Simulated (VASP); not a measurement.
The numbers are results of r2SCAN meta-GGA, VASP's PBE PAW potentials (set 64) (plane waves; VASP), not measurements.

VASP ran on this input.

INCAR:
```
ALGO = Normal
EDIFF = 1E-6
EDIFFG = -0.02
ENCUT = 520
IBRION = 2
ISIF = 3
ISMEAR = 0
LASPH = T
LCHARG = F
LMIXTAU = T
LREAL = F
LWAVE = F
METAGGA = R2SCAN
NELM = 100
NSW = 60
PREC = Accurate
SIGMA = 0.05
SYSTEM = CaF2
```

**POSCAR**
```
CaF2
1
    0.0000000000     2.7137071616     2.7137071616
    2.7137071616     0.0000000000     2.7137071616
    2.7137071616     2.7137071616    -0.0000000000
Ca F
1 2
Direct
  1.0000000000   0.0000000000   1.0000000000
  0.2500000000   0.2500000000   0.2500000000
  0.7500000000   0.7500000000   0.7500000000
```

File KPOINTS:
```
Automatic mesh
0
gamma
 6 6 6
0 0 0
```

POTCAR, in this order: Ca_sv F (PBE.64 set). Program: vasp_std.

Output of the run:

### OUTCAR
```
 ion  position               nearest neighbor table
   1  0.000  0.000  0.000-   3 2.35   3 2.35   3 2.35   2 2.35   3 2.35   2 2.35   2 2.35   2 2.35
  LATTYP: Found a face centered cubic cell.
 ALAT       =     5.4274143232
 Subroutine PRICEL returns:
 Original cell was already a primitive cell.
 Subroutine GETGRP returns: Found 48 space group operations
The static configuration has the point symmetry O_h .
The dynamic configuration has the point symmetry O_h .
 Subroutine INISYM returns: Found 48 space group operations
 Subroutine IBZKPT returns following result:
 Found     16 irreducible k-points:

 Following reciprocal coordinates:
            Coordinates               Weight
  0.000000  0.000000  0.000000      1.000000
  0.166667  0.000000  0.000000      8.000000
  0.333333  0.000000  0.000000      8.000000
  0.500000  0.000000  0.000000      4.000000
  0.166667  0.166667  0.000000      6.000000
  0.333333  0.166667  0.000000     24.000000
  0.500000  0.166667  0.000000     24.000000
 -0.333333  0.166667  0.000000     24.000000
 -0.166667  0.166667  0.000000     12.000000
  0.333333  0.333333  0.000000      6.000000
...
```

**OSZICAR**
```
       N       E                     dE             d eps       ncg     rms          rms(c)
DAV:   1     0.214984357465E+03    0.21498E+03   -0.14285E+04   512   0.157E+03
DAV:   2    -0.234003600253E+02   -0.23838E+03   -0.23547E+03   664   0.406E+02
DAV:   3    -0.333457142287E+02   -0.99454E+01   -0.99392E+01   544   0.927E+01
DAV:   4    -0.337636633780E+02   -0.41795E+00   -0.41779E+00   912   0.145E+01
DAV:   5    -0.337662462209E+02   -0.25828E-02   -0.25828E-02   544   0.125E+00    0.702E+00
DAV:   6    -0.261736680875E+02    0.75926E+01   -0.36674E+00   688   0.192E+01    0.311E+00
DAV:   7    -0.264069605178E+02   -0.23329E+00   -0.24881E+00   520   0.161E+01    0.241E+00
DAV:   8    -0.258315034865E+02    0.57546E+00   -0.63073E-01   512   0.996E+00    0.125E+00
DAV:   9    -0.255304676839E+02    0.30104E+00   -0.60676E-01   576   0.723E+00    0.128E+00
DAV:  10    -0.259434440241E+02   -0.41298E+00   -0.64134E-01   576   0.750E+00    0.427E-01
DAV:  11    -0.259287839564E+02    0.14660E-01   -0.13479E-02   608   0.143E+00    0.376E-01
DAV:  12    -0.259453865201E+02   -0.16603E-01   -0.18799E-02   512   0.147E+00    0.487E-02
DAV:  13    -0.259460860479E+02   -0.69953E-03   -0.17894E-03   696   0.435E-01    0.381E-02
DAV:  14    -0.259460975961E+02   -0.11548E-04   -0.45441E-05   704   0.553E-02    0.400E-02
DAV:  15    -0.259462033395E+02   -0.10574E-03   -0.99348E-06   544   0.422E-02    0.373E-02
DAV:  16    -0.259461478278E+02    0.55512E-04   -0.31362E-04   512   0.150E-01    0.398E-02
DAV:  17    -0.259461828799E+02   -0.35052E-04   -0.85623E-05   512   0.106E-01    0.504E-02
DAV:  18    -0.259461815715E+02    0.13084E-05   -0.17611E-06   664   0.135E-02    0.489E-02
DAV:  19    -0.259461825940E+02   -0.10226E-05   -0.10336E-07   296   0.313E-03    0.477E-02
DAV:  20    -0.259461764103E+02    0.61838E-05   -0.24849E-05   608   0.629E-02    0.132E-02
DAV:  21    -0.259461746808E+02    0.17295E-05   -0.44661E-06   696   0.221E-02    0.810E-03
DAV:  22    -0.259461832664E+02   -0.85856E-05   -0.21386E-06   432   0.196E-02    0.705E-03
DAV:  23    -0.259461838771E+02   -0.61066E-06   -0.28355E-06   544   0.163E-02
   1 F= -.25946184E+02 E0= -.25946184E+02  d E =-.259462E+02
       N       E                     dE             d eps       ncg     rms          rms(c)
DAV:   1    -0.259928814054E+02   -0.46698E-01   -0.10935E+00   560   0.112E+01    0.158E+00
DAV:   2    -0.259512508869E+02    0.41631E-01   -0.17608E-01   520   0.361E+00    0.416E-01
DAV:   3    -0.259479288541E+02    0.33220E-02   -0.66537E-03   736   0.996E-01    0.170E-01
DAV:   4    -0.259464013174E+02    0.15275E-02   -0.51201E-03   784   0.814E-01    0.584E-02
DAV:   5    -0.259473931076E+02   -0.99179E-03   -0.21797E-04   600   0.165E-01    0.508E-02
DAV:   6    -0.259469784132E+02    0.41469E-03   -0.50498E-05   584   0.895E-02    0.375E-02
DAV:   7    -0.259480161698E+02   -0.10378E-02   -0.33904E-04   512   0.227E-01    0.651E-03
DAV:   8    -0.259481097854E+02   -0.93616E-04   -0.69263E-05   592   0.103E-01    0.187E-03
DAV:   9    -0.259481109656E+02   -0.11802E-05   -0.26184E-06   656   0.148E-02    0.147E-03
DAV:  10    -0.259481109376E+02    0.27967E-07   -0.10643E-07   328   0.273E-03
   2 F= -.25948111E+02 E0= -.25948111E+02  d E =-.192706E-02
```

**OUTCAR**
```
------------------------ aborting loop because EDIFF is reached ----------------------------------------
  FORCE on cell =-STRESS in cart. coord.  units (eV):
  Direction    XX          YY          ZZ          XY          YZ          ZX
  --------------------------------------------------------------------------------------
  Total       -0.0291085     -0.0291085     -0.0291085      0.0000000      0.0000000      0.0000000
  in kB       -1.1501332     -1.1501332     -1.1501332      0.0000000      0.0000000      0.0000000
  external PRESSURE =      -1.1501332 kB  Pullay stress =       0.0000000 kB
  volume of cell :       40.55
      direct lattice vectors                 reciprocal lattice vectors
     0.000000000  2.726785603  2.726785603    -0.183366085  0.183366085  0.183366085
     2.726785603  0.000000000  2.726785603     0.183366085 -0.183366085  0.183366085
     2.726785603  2.726785603  0.000000000     0.183366085  0.183366085 -0.183366085
 POSITION                                       TOTAL-FORCE (eV/Angst)
 -----------------------------------------------------------------------------------
      2.72679      2.72679      5.45357        -0.000000     -0.000000      0.000000
      1.36339      1.36339      1.36339        -0.000000      0.000000     -0.000000
      4.09018      4.09018      4.09018         0.000000     -0.000000      0.000000
 -----------------------------------------------------------------------------------
    total drift:                                0.000000     -0.000000      0.000000
  FREE ENERGIE OF THE ION-ELECTRON SYSTEM (eV)
  ---------------------------------------------------
  free  energy   TOTEN  =       -25.9481109376 eV

  energy  without entropy=      -25.9481109376  energy(sigma->0) =      -25.94811094

 reached required accuracy - stopping structural energy minimisation
```
(Selected blocks of OUTCAR.)

### CONTCAR
```
CaF2
   1.00000000000000
     0.0000000000000000    2.7267856027925124    2.7267856027925124
     2.7267856027925124    0.0000000000000000    2.7267856027925124
     2.7267856027925124    2.7267856027925124    0.0000000000000000
  Ca              F
     1     2
Direct
     1.0000000000000000    1.0000000000000000    0.0000000000000000
     0.2500000000000000    0.2500000000000000    0.2500000000000000
     0.7500000000000000    0.7500000000000000    0.7500000000000000
```

The compound is CaF2 in the fluorite structure. This run relaxes it. Symmetry was kept, so distortions that lower it aren't found. The start is the result of an earlier pass.
